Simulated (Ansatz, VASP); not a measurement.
Ta2C: VASP beside Ansatz

The input POSCAR:

```
Ta2C
1.0
    3.1059007354      0.0000000000      0.0000000000
   -1.5529503677      2.6897889385      0.0000000000
    0.0000000000      0.0000000000      4.9464000000
Ta C
2 1
Direct
    0.3333333333      0.6666666667      0.2520100000
    0.6666666667      0.3333333333      0.7479900000
    0.0000000000      0.0000000000      0.0000000000
```

File INCAR.step1:

```
PREC = Accurate
ENCUT = 520
ISMEAR = 0
SIGMA = 0.1
LREAL = F
LASPH = T
NELM = 100
NBANDS = 20
GGA = PE
ALGO = Normal
EDIFF = 1E-4
LWAVE = T
LCHARG = F
```

File INCAR.step2:

```
PREC = Accurate
ENCUT = 520
EDIFF = 1E-6
ISMEAR = 0
SIGMA = 0.1
LREAL = F
LASPH = T
NELM = 100
ALGO = Normal
ISIF = 2
LWAVE = F
LCHARG = F
METAGGA = R2SCAN
LMIXTAU = T
NBANDS = 20
ISTART = 1
```

KPOINTS

```
regular mesh
0
Gamma
  15 15 8
```

Input for Ansatz:

```yaml
crystal:
  lattice:
    - [3.1059007354, 0.0, 0.0]
    - [-1.5529503677, 2.6897889385, 0.0]
    - [0.0, 0.0, 4.9464]
  atoms:
    - { symbol: Ta, position: [0.3333333333, 0.6666666667, 0.25201] }
    - { symbol: Ta, position: [0.6666666667, 0.3333333333, 0.74799] }
    - { symbol: C, position: [0.0, 0.0, 0.0] }
basis:
  ecutwfc: 500
kpoints:
  mp_grid: { grid: [15, 15, 8] }
hamiltonian:
  xc: r2scan
scf:
  occupations: { method: gaussian, width: 0.1 }
output:
  forces: true
  stress: true
  eigenvalues: true
  populations: true
```

Alike in both runs: task single point; functional r2SCAN; k mesh 15 × 15 × 8; occupations gaussian, width 0.1 eV; no spin polarisation.

```csv
,VASP,Ansatz
version,VASP 6.6.1,Ansatz 0.2.0
potentials or method,"VASP PAW PBE potentials, release 64 (Ta_pv, C)","scalar-relativistic, plane waves, PAW"
plane-wave cutoff (eV),520,500
valence electrons in the cell,26,30
```

Ansatz gave:

```
gap on the k mesh at the Fermi level (eV)       : none
pressure (GPa)                                  : 1.0
largest component of the traceless stress (GPa) : 0.35
rms of the force components (eV/Å)              : 0.126
```

Q: Estimate VASP's values.

A: gap on the k mesh at the Fermi level (eV): none; pressure (GPa): 1.9; largest component of the traceless stress (GPa): 0.39; rms of the force components (eV/Å): 0.148.

Atom by atom the forces differ by 0.021 eV/Å (rms over components). A gap of «none» marks a metal or a gap that the smearing closes. The two sets of potentials don't hold the same shells in valence.

Caveats: the PAW data sets were made with another functional, which shifts forces and pressure a little (VASP). Spin-orbit coupling is left out, which matters for the levels of Ta.
